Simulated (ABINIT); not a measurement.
The system is Au.

```
CELL_PARAMETERS angstrom
1.41131 -2.55593 0.00000
1.41131 2.55593 0.00000
0.00000 0.00000 4.89317
ATOMIC_POSITIONS crystal
Au 0.33467 0.66533 0.25000
Au 0.66533 0.33467 0.75000
```

This isn't the form of Au at room conditions, which is fcc.

- Program: ABINIT 10.8.3 (patched build)
- Task: relaxation of cell and atoms
- Functional: LDA
- Potentials or basis: PseudoDojo NC SR LDA v0.4 stringent
- Cutoff: 871 eV
- k mesh: 8 × 8 × 4
- Occupations: fermi-dirac, width 0.05 eV
- Spin: no spin polarisation

At the start: pressure -9.6 GPa; volume 17.65 Å³/atom.

Where does the relaxation end?

Over 17 steps the energy falls by 39.7 meV/atom and the volume is 16.60 Å³/atom (-6.0 %); space group Cmcm (No. 63, to 0.05 Å).

The path:
| step | energy change (eV) | largest force (eV/Å) | pressure (GPa) | volume (Å³) |
| --- | --- | --- | --- | --- |
| 1 | 0.0000 | 0.0135 | -9.57 | 35.30 |
| 2 | -0.0493 | 0.0091 | -5.22 | 34.28 |
| 3 | -0.0679 | 0.0081 | 0.88 | 33.11 |
| 4 | -0.0691 | 0.0073 | 0.21 | 33.22 |
| 5 | -0.0727 | 0.0187 | -0.99 | 33.42 |
| 6 | -0.0752 | 0.0486 | -1.18 | 33.45 |
| 7 | -0.0760 | 0.0593 | -0.51 | 33.33 |
| 8 | -0.0763 | 0.0632 | 0.05 | 33.23 |
| 9 | -0.0764 | 0.0640 | 0.21 | 33.20 |
| 10 | -0.0770 | 0.0620 | 0.88 | 33.08 |
| 11 | -0.0778 | 0.0463 | 1.22 | 33.02 |
| 12 | -0.0788 | 0.0069 | 1.02 | 33.04 |
| 13 | -0.0793 | 0.0016 | 0.31 | 33.14 |
| 14 | -0.0794 | 0.0005 | 0.02 | 33.19 |
| 15 | -0.0794 | 0.0000 | 0.00 | 33.20 |
| 16 | -0.0794 | 0.0000 | -0.01 | 33.20 |
| 17 | -0.0794 | 0.0001 | 0.00 | 33.20 |

Final structure:
```
CELL_PARAMETERS angstrom
1.37518 -2.58428 0.00000
1.37518 2.58428 0.00000
0.00000 0.00000 4.67044
ATOMIC_POSITIONS crystal
Au 0.34294 0.65706 0.25000
Au 0.65706 0.34294 0.75000
```
